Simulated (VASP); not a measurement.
## SnSe2: band structure with r2SCAN

The system is SnSe2.

```xyz
3
Lattice="3.8110 0.0000 0.0000 -1.9055 3.3004 0.0000 0.0000 0.0000 6.1360" Properties=species:S:1:pos:R:3 pbc="T T T"
Sn    0.0000    0.0000    0.0000
Se    1.9055    1.1001    4.6081
Se    0.0000    2.2003    1.5279
```

```yaml
Program: VASP 6.6.1
Task: band structure
Functional: r2SCAN
Potentials_or_basis: VASP PAW PBE potentials, release 64 (Sn_d, Se)
Cutoff: 520 eV
k_mesh: 8 × 8 × 5
Occupations: fermi-dirac, width 0.05 eV
Spin: no spin polarisation
Further_INCAR_settings: ALGO = Normal; EDIFF = 1e-07; NBANDS = 20
```

```
Pressure                : 3.6 GPa
Largest force           : 0.533 eV/Å
Band gap on the k mesh  : 1.10 eV, indirect (least direct gap 1.53 eV)
Band gap along the path : 1.03 eV, indirect (least direct gap 1.53 eV)
```

Forces on the atoms (eV/Å):
```
Sn   0.000  0.000  0.000
Se   0.000  0.000 -0.533
Se   0.000  0.000  0.533
```

Stress tensor (GPa, compression positive):
```
3.15 0.00 0.00
0.00 3.15 0.00
0.00 0.00 4.63
```

Levels at the corners of the path, in eV from the valence-band top:
```
point  band 9  band 10  band 11  band 12  band 13  band 14  band 15  band 16  band 17  band 18
    Γ   -0.77    -0.77    -0.45    -0.45    -0.03     1.50     3.42     5.02     5.02     8.76
    M   -4.61    -2.99    -2.80    -1.21    -0.36     1.38     4.27     5.89     5.92     7.81
    M   -4.61    -2.99    -2.80    -1.21    -0.36     1.38     4.27     5.89     5.92     7.81
    K   -3.80    -3.80    -3.47    -1.57    -1.57     1.68     7.18     7.18     7.75     7.89
    K   -3.80    -3.80    -3.47    -1.57    -1.57     1.68     7.18     7.18     7.75     7.89
    Γ   -0.77    -0.77    -0.45    -0.45    -0.03     1.50     3.42     5.02     5.02     8.76
    Γ   -0.77    -0.77    -0.45    -0.45    -0.03     1.50     3.42     5.02     5.02     8.76
    A   -2.11    -0.86    -0.86    -0.29    -0.29     2.79     3.41     4.74     4.74     8.79
    A   -2.11    -0.86    -0.86    -0.29    -0.29     2.79     3.41     4.74     4.74     8.79
    L   -5.07    -2.63    -2.04    -0.87    -0.75     1.12     4.71     5.29     6.32     6.81
    L   -5.07    -2.63    -2.04    -0.87    -0.75     1.12     4.71     5.29     6.32     6.81
    H   -4.33    -4.33    -3.85    -0.42    -0.42     2.83     5.24     5.24     6.71     8.75
    H   -4.33    -4.33    -3.85    -0.42    -0.42     2.83     5.24     5.24     6.71     8.75
    A   -2.11    -0.86    -0.86    -0.29    -0.29     2.79     3.41     4.74     4.74     8.79
    L   -5.07    -2.63    -2.04    -0.87    -0.75     1.12     4.71     5.29     6.32     6.81
    M   -4.61    -2.99    -2.80    -1.21    -0.36     1.38     4.27     5.89     5.92     7.81
    K   -3.80    -3.80    -3.47    -1.57    -1.57     1.68     7.18     7.18     7.75     7.89
    H   -4.33    -4.33    -3.85    -0.42    -0.42     2.83     5.24     5.24     6.71     8.75
```

Wall time 4 min on 1 thread of Intel(R) Xeon(R) 6975P-C (Granite Rapids) (shared host), peak memory 0.25 GiB.

Caveat: the PAW data sets were made with another functional, which shifts forces and pressure a little; spin-orbit coupling is left out, which moves the levels of the heavy elements.
